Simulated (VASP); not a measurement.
# Al (P6_3/mmc) in VASP: further runs

One crystal, Al, is run at these levels: PBE; tasks: single point, relaxation of cell and atoms.

All numbers are computed with VASP 6.6.1; they aren't measurements. Logs are shortened: lines on timing, memory, paths and dates and some standing lists are left out, and cuts for length are marked.

### Step 1. The structure

Symmetry: P6_3/mmc, No. 194, hexagonal system. The conventional cell has a = 2.869 Å, b = 2.869 Å, c = 4.667 Å, α = 90.00°, β = 90.00°, γ = 120.00°. Al (site symmetry -6m2) is surrounded by 12 Al at 2.86 to 2.87 Å.

This isn't the form of Al at room conditions, which is fcc.

### Step 2. Single point, PBE

File INCAR:

```
PREC = Accurate
ENCUT = 520
EDIFF = 1E-7
ISMEAR = 0
SIGMA = 0.1
LREAL = F
LASPH = T
NELM = 100
ALGO = Normal
ISIF = 2
LWAVE = F
LCHARG = F
GGA = PE
NBANDS = 10
```

File KPOINTS:

```
Automatic mesh
0
Gamma
  18 18 10
```

File POSCAR:

```
Al
1.0
    2.8694240266      0.0000000000      0.0000000000
   -1.4347120133      2.4849941013      0.0000000000
    0.0000000000      0.0000000000      4.6674325492
Al
2
Direct
    0.3333333333      0.6666666667      0.2500000000
    0.6666666667      0.3333333333      0.7500000000
```

Potentials or basis: VASP PAW PBE potentials, release 64 (Al).

On the command line:

```bash
cat potpaw_PBE.64/Al/POTCAR > POTCAR
mpirun -np 1 vasp_std > vasp.out
```

OUTCAR:

```text
PREC = Accurate
   ENCUT = 520
   EDIFF = 1E-7
   ISMEAR = 0
   LREAL = F
   LASPH = T
   NELM = 100
   ISIF = 2
   GGA = PE

 ion  position               nearest neighbor table
   1  0.333  0.667  0.250-   2 2.86   2 2.86   2 2.86   2 2.86   2 2.86   2 2.86
   2  0.667  0.333  0.750-   1 2.86   1 2.86   1 2.86   1 2.86   1 2.86   1 2.86

  LATTYP: Found a hexagonal cell.
 ALAT       =     2.8694240266
 C/A-ratio  =     1.6266095585

  Lattice vectors:

 A1 = (   2.8694240266,   0.0000000000,   0.0000000000)
 A2 = (  -1.4347120133,   2.4849941013,   0.0000000000)
 A3 = (   0.0000000000,   0.0000000000,   4.6674325492)

Analysis of symmetry for initial positions (statically):
=====================================================================
 Subroutine PRICEL returns:
 Original cell was already a primitive cell.

 Routine SETGRP: Setting up the symmetry group for a
 hexagonal supercell.

 Subroutine GETGRP returns: Found 24 space group operations
 (whereof 12 operations were pure point group operations)
 out of a pool of 24 trial point group operations.

The static configuration has the point symmetry D_3d.
 The point group associated with its full space group is D_6h.

Analysis of symmetry for dynamics (positions and initial velocities):
=====================================================================
 Subroutine PRICEL returns:
 Original cell was already a primitive cell.

 Routine SETGRP: Setting up the symmetry group for a
 hexagonal supercell.

 Subroutine GETGRP returns: Found 24 space group operations
 (whereof 12 operations were pure point group operations)
 out of a pool of 24 trial point group operations.

The dynamic configuration has the point symmetry D_3d.
 The point group associated with its full space group is D_6h.

 Subroutine INISYM returns: Found 24 space group operations
 (whereof 12 operations are pure point group operations),
 and found     1 'primitive' translations

----------------------------------------------------------------------------------------

                                     Primitive cell

  volume of cell :      33.2811

  direct lattice vectors                    reciprocal lattice vectors
     2.869424027  0.000000000  0.000000000     0.348501996  0.201207721  0.000000000
    -1.434712013  2.484994101  0.000000000     0.000000000  0.402415442  0.000000000
     0.000000000  0.000000000  4.667432549     0.000000000  0.000000000  0.214250552

[... 84 lines left out ...]
   LREAL  =      F    real-space projection
   EDIFFG = 0.1E-05   stopping-criterion for IOM
   NSW    =      0    number of steps for IOM
   IBRION =     -1    ionic relax: 0-MD 1-quasi-New 2-CG
   NFREE  =      0    steps in history (QN), initial steepest desc. (CG)
   ISIF   =      2    stress and relaxation
   ISYM   =      2    0-nonsym 1-usesym 2-fastsym
   POTIM  = 0.5000    time-step for ionic-motion
   TEBEG  =    0.0;   TEEND  =   0.0 temperature during run
   PSTRESS=    0.0 pullay stress
   NELECT =       6.0000    total number of electrons
   NUPDOWN=      -1.0000    fix difference up-down
   EMIN   =  10.00;   EMAX   =-10.00  energy-range for DOS
   EFERMI =   0.00;   METHOD = LEGACY
   ISMEAR =     0;   SIGMA  =   0.10  broadening in eV -4-tet -1-fermi 0-gaus
   EFERMI_NEDOS =   21; number of points for ismear=-14 and -15
   IALGO  =     38    algorithm
   IMIX   =      4    mixing-type and parameters
     AMIX     =   0.40;   BMIX     =  1.00
     AMIX_MAG =   1.60;   BMIX_MAG =  1.00
  volume/ion in A,a.u.               =      16.64       112.30
  Fermi-wavevector in a.u.,A,eV,Ry     =   0.924824  1.747664 11.637061  0.855300
  Thomas-Fermi vector in A             =   2.050612
   LORBIT       =      0    0 simple, 1 ext, 2 COOP (PROOUT), +10 PAW based schemes
   GGA     = PE    functional components
   LHFCALC =     F    Hartree Fock is set to
   AEXX    =    0.0000 exact exchange contribution
   IVDW    =     0    specifies the selected vdW correction
   LEPSILON=     F    determine dielectric tensor
   LRPA    =     F    only Hartree local field effects (RPA)
 non-spin polarized calculation
 Gauss-broadening in eV      SIGMA  =   0.10
  energy-cutoff  :      520.00
  volume of cell :       33.28
 maximum number of plane-waves:       917
 NGX is ok and might be reduce to    24
   NGX = 11   NGY = 11   NGZ = 17

 number of electron       6.0000000 magnetization

 Free energy of the ion-electron system (eV)
  ---------------------------------------------------
  ext. energy  EPLUGINS =         0.00000000
  ---------------------------------------------------
  free energy    TOTEN  =        -7.42506324 eV

  energy without entropy =       -7.41960485  energy(sigma->0) =       -7.42233405

 E-fermi :   7.9189     XC(G=0): -10.1676

 val. band max:        7.9148205730   @ k =   0.3889   0.1667   0.2000
 cond. band min:       7.9193723617   @ k =   0.2778   0.1111   0.3000
 fundamental gap:      0.0045517887
 Fermi energy:         7.9189414721

 k-point     1 :       0.0000    0.0000    0.0000
  band No.  band energies     occupation
      1      -3.1665      2.00000
      2       3.3764      2.00000
      3       3.5877      2.00000
      4      18.3438      0.00000
      5      18.3438      0.00000
      6      18.7965      0.00000
      7      18.7965      0.00000
      8      20.0165      0.00000
      9      21.7709      0.00000
     10      22.2223      0.00000
[... 287 lines left out ...]
 k-point    24 :       0.3889    0.1111    0.0000
  band No.  band energies     occupation
      1       1.6999      2.00000
      2       4.2366      2.00000
      3       7.9271      0.90808
      4       8.3546      0.00000
      5      10.1892      0.00000
      6      10.5643      0.00000
      7      11.5782      0.00000
      8      16.8307      0.00000
      9      17.0112      0.00000
     10      18.1585      0.00000

 [... further k-points ...]
[... 5 lines left out ...]
  --------------------------------------------------------------------------------------
  -------------------------------------------------------------------------------------
  Total       -0.0081036     -0.0081036     -0.0018834      0.0000000      0.0000000      0.0000000
  in kB       -0.3901142     -0.3901142     -0.0906673      0.0000000      0.0000000      0.0000000
  external PRESSURE =      -0.2902986 kB  Pullay stress =       0.0000000 kB

 VOLUME and BASIS-vectors are now :
 -----------------------------------------------------------------------------
  energy-cutoff  :      520.00
  volume of cell :       33.28
      direct lattice vectors                 reciprocal lattice vectors
     2.869424027  0.000000000  0.000000000     0.348501996  0.201207721  0.000000000
    -1.434712013  2.484994101  0.000000000     0.000000000  0.402415442  0.000000000
     0.000000000  0.000000000  4.667432549     0.000000000  0.000000000  0.214250552

 POSITION                                       TOTAL-FORCE (eV/Angst)
 -----------------------------------------------------------------------------------
     -0.00000      1.65666      1.16686        -0.000000     -0.000000      0.000000
      1.43471      0.82833      3.50057         0.000000      0.000000      0.000000
 -----------------------------------------------------------------------------------
    total drift:                                0.000000     -0.000000     -0.000000

  FREE ENERGIE OF THE ION-ELECTRON SYSTEM (eV)
  ---------------------------------------------------
  free  energy   TOTEN  =        -7.4250632437 eV

  energy  without entropy=       -7.4196048512  energy(sigma->0) =       -7.42233405
```

OSZICAR:

```text
N       E                     dE             d eps       ncg     rms          rms(c)
DAV:   1    -0.224140608412E-01   -0.22414E-01   -0.23424E+03  4440   0.472E+02
DAV:   2    -0.731307546386E+01   -0.72907E+01   -0.69988E+01  5804   0.548E+01
DAV:   3    -0.747274667757E+01   -0.15967E+00   -0.15801E+00  5944   0.649E+00
DAV:   4    -0.747344462752E+01   -0.69795E-03   -0.69781E-03  5218   0.481E-01
DAV:   5    -0.747345091141E+01   -0.62839E-05   -0.62847E-05  5408   0.463E-02    0.179E+00
DAV:   6    -0.744518117919E+01    0.28270E-01   -0.34216E-03  4966   0.318E-01    0.104E+00
DAV:   7    -0.742515132693E+01    0.20030E-01   -0.97440E-03  4728   0.500E-01    0.173E-01
DAV:   8    -0.742506772065E+01    0.83606E-04   -0.82037E-05  6238   0.543E-02    0.129E-02
DAV:   9    -0.742506438573E+01    0.33349E-05   -0.17049E-06  5096   0.658E-03    0.174E-03
DAV:  10    -0.742506326460E+01    0.11211E-05   -0.36368E-08  4436   0.101E-03    0.421E-04
DAV:  11    -0.742506324365E+01    0.20948E-07   -0.15629E-09  2684   0.257E-04
   1 F= -.74250632E+01 E0= -.74223340E+01  d E =-.545839E-02
```

stdout:

```text
POSCAR found type information on POSCAR Al
 POSCAR found :  1 types and       2 ions
 scaLAPACK will be used
 LDA part: xc-table for (Slater+PW92), standard interpolation
 POSCAR, INCAR and KPOINTS ok, starting setup
 FFT: planning ... GRIDC
 FFT: planning ... GRID_SOFT
 FFT: planning ... GRID
 WAVECAR not read
 entering main loop
```

Wall time 20 s (1 thread of Intel Xeon Platinum 8488C (Sapphire Rapids), shared host); peak memory 0.18 GiB.

What came out:

- Free energy: -7.4251 eV
- Pressure: 0.0 GPa
- Band gap on the k mesh: none (metal or under the smearing width)

### Step 3. Relaxation of cell and atoms, PBE

This run uses another cell than the first one, of 16.60 Å³/atom, 0.998 times its volume.

File INCAR:

```
SYSTEM = Al
ALGO = Fast
EDIFF = 1E-6
EDIFFG = -0.002
ENCUT = 600
GGA = PE
IBRION = 2
ISIF = 3
ISMEAR = 0
LASPH = .True.
LCHARG = .False.
LREAL = .False.
LWAVE = .False.
NELM = 100
NSW = 100
PREC = Accurate
SIGMA = 0.1
```

File KPOINTS:

```
k-points
0
Gamma
  18 18 10
  0 0 0
```

File POSCAR:

```
Al
1.0
    2.8633495052      0.0000000000      0.0000000000
   -1.4316747526      2.4797334114      0.0000000000
    0.0000000000      0.0000000000      4.6758497419
Al
2
Direct
    0.3333333333      0.6666666667      0.2500000000
    0.6666666667      0.3333333333      0.7500000000
```

Potentials or basis: VASP PAW PBE potentials, release 64 (Al).

On the command line:

```bash
cat potpaw_PBE.64/Al/POTCAR > POTCAR
mpirun -np 1 vasp_std > vasp.out
```

Wall time 38 s (1 thread of Intel Xeon Platinum 8488C (Sapphire Rapids), shared host); peak memory 0.19 GiB.

Results (log left out):

| Quantity | Value |
| --- | --- |
| Free energy | -7.4252 eV |
| Relaxed volume | 16.64 Å³/atom |
| Relaxed cell | a = 2.868 Å, b = 2.868 Å, c = 4.669 Å, α = 90.00°, β = 90.00°, γ = 120.00° |
| Space group after relaxing (to 0.05 Å) | P6_3/mmc (No. 194) |
| Energy gained by relaxing | 0.0 meV/atom |
| Ionic steps | 5 |
| Pressure after relaxing | 0.0 GPa |
| Band gap on the k mesh | none (metal or under the smearing width) |

Final structure:
```
Al
1.0
     2.86849    0.00000    0.00000
    -1.43425    2.48419    0.00000
     0.00000    0.00000    4.66905
Al
2
Cartesian
  0.0000 1.6561 1.1673
  1.4342 0.8281 3.5018
```

Levels at points of the mesh, in eV from the Fermi level:
| k point | band 1 | band 2 | band 3 | band 4 | band 5 | band 6 | band 7 |
| --- | --- | --- | --- | --- | --- | --- | --- |
| (0.00, 0.00, 0.00) | -11.09 | -4.55 | -4.34 | 10.44 | 10.44 | 10.89 | 10.89 |
| (0.50, 0.00, 0.00) | -5.33 | -5.11 | 0.60 | 1.14 | 1.51 | 1.75 | 5.51 |
| (0.00, 0.00, 0.50) | -9.40 | -9.40 | 3.48 | 3.48 | 11.71 | 11.71 | 11.71 |
| (0.50, 0.00, 0.50) | -3.91 | -3.91 | -3.22 | -3.22 | 6.96 | 6.96 | 7.57 |

### Step 4. Single point, PBE

This run uses another cell than the first one, of 16.60 Å³/atom, 0.998 times its volume.

File INCAR:

```
SYSTEM = Al
PREC     = Accurate       ! precision mode
ENCUT    = 520            ! plane-wave cutoff, eV
EDIFF    = 1E-6           ! SCF threshold, eV
ISMEAR   = 0              ! smearing method
SIGMA    = 0.1            ! smearing width, eV
LREAL    = .FALSE.        ! projectors in reciprocal space
LASPH    = .TRUE.         ! aspherical terms in the spheres
NELM     = 100            ! most SCF steps
ALGO     = Fast           ! electronic algorithm
ISIF     = 2              ! what is computed and relaxed
LWAVE    = .FALSE.        ! write WAVECAR
LCHARG   = .FALSE.        ! write CHGCAR
GGA      = PE             ! functional
NBANDS   = 10             ! bands
```

File KPOINTS:

```
Automatic mesh
0
G
  9 9 4
  0 0 0
```

POSCAR is that of step 3.

Potentials or basis: VASP PAW PBE potentials, release 64 (Al).

On the command line:

```bash
cat potpaw_PBE.64/Al/POTCAR > POTCAR
mpirun -np 1 vasp_std > vasp.out
```

OUTCAR:

```text
SYSTEM = Al
   PREC = Accurate
   ENCUT = 520
   EDIFF = 1E-6
   ISMEAR = 0
   LREAL = .FALSE.
   LASPH = .TRUE.
   NELM = 100
   ISIF = 2
   GGA = PE

 ion  position               nearest neighbor table
   1  0.333  0.667  0.250-   2 2.86   2 2.86   2 2.86   2 2.86   2 2.86   2 2.86
   2  0.667  0.333  0.750-   1 2.86   1 2.86   1 2.86   1 2.86   1 2.86   1 2.86

  LATTYP: Found a hexagonal cell.
 ALAT       =     2.8633495052
 C/A-ratio  =     1.6330000000

  Lattice vectors:

 A1 = (   2.8633495052,   0.0000000000,   0.0000000000)
 A2 = (  -1.4316747526,   2.4797334114,   0.0000000000)
[... 495 lines left out ...]
      7      14.7131      0.00000
      8      14.7131      0.00000
      9      14.9292      0.00000
     10      23.4822      0.00000

 [... further k-points ...]
[... 5 lines left out ...]
  --------------------------------------------------------------------------------------
  -------------------------------------------------------------------------------------
  Total        0.1321756      0.1321756     -0.1306919      0.0000000     -0.0000000      0.0000000
  in kB        6.3785495      6.3785495     -6.3069510      0.0000000     -0.0000000      0.0000000
  external PRESSURE =       2.1500493 kB  Pullay stress =       0.0000000 kB

 VOLUME and BASIS-vectors are now :
 -----------------------------------------------------------------------------
  energy-cutoff  :      520.00
  volume of cell :       33.20
      direct lattice vectors                 reciprocal lattice vectors
     2.863349505  0.000000000  0.000000000     0.349241334  0.201634578  0.000000000
    -1.431674753  2.479733411  0.000000000     0.000000000  0.403269156  0.000000000
     0.000000000  0.000000000  4.675849742     0.000000000  0.000000000  0.213864871

 POSITION                                       TOTAL-FORCE (eV/Angst)
 -----------------------------------------------------------------------------------
     -0.00000      1.65316      1.16896         0.000000     -0.000000      0.000000
      1.43167      0.82658      3.50689        -0.000000      0.000000      0.000000
 -----------------------------------------------------------------------------------
    total drift:                                0.000000     -0.000000      0.000000

  FREE ENERGIE OF THE ION-ELECTRON SYSTEM (eV)
  ---------------------------------------------------
  free  energy   TOTEN  =        -7.4045544701 eV

  energy  without entropy=       -7.3995956024  energy(sigma->0) =       -7.40207504
```

Run time: 5 s. Hardware: 1 thread of Intel Xeon Platinum 8488C (Sapphire Rapids), shared host; peak memory 0.14 GiB.

What came out:

```
Free energy            : -7.4046 eV
Pressure               : 0.2 GPa
Band gap on the k mesh : none (metal or under the smearing width)
```

Stress tensor (GPa, compression positive):
```
 0.64  0.00  0.00
 0.00  0.64  0.00
 0.00  0.00 -0.63
```

Levels at points of the mesh, in eV from the Fermi level:
```csv
k point,band 1,band 2,band 3,band 4,band 5,band 6,band 7
"(0.00, 0.00, 0.00)",-11.03,-4.50,-4.31,10.58,10.58,11.02,11.02
"(0.00, 0.00, 0.50)",-9.34,-9.34,3.50,3.50,11.84,11.84,11.84
```

### Step 5. Overview

```tsv
task	cell	k mesh	cutoff (eV)	gap on the mesh (eV)	pressure (GPa)
single point	P6_3/mmc, 16.64 Å³/atom	18 × 18 × 10	520	none	0.0
relaxation of cell and atoms	relaxed	18 × 18 × 10	600	none	0.0
single point	P6_3/mmc, 16.6 Å³/atom	9 × 9 × 4	520	none	0.2
```

Alike in all rows: level PBE; potentials or basis VASP PAW PBE potentials, release 64 (Al); no spin polarisation; smearing gaussian 0.1 eV.

Total energies depend on the potentials used, so only differences within one code and one set of settings carry meaning.
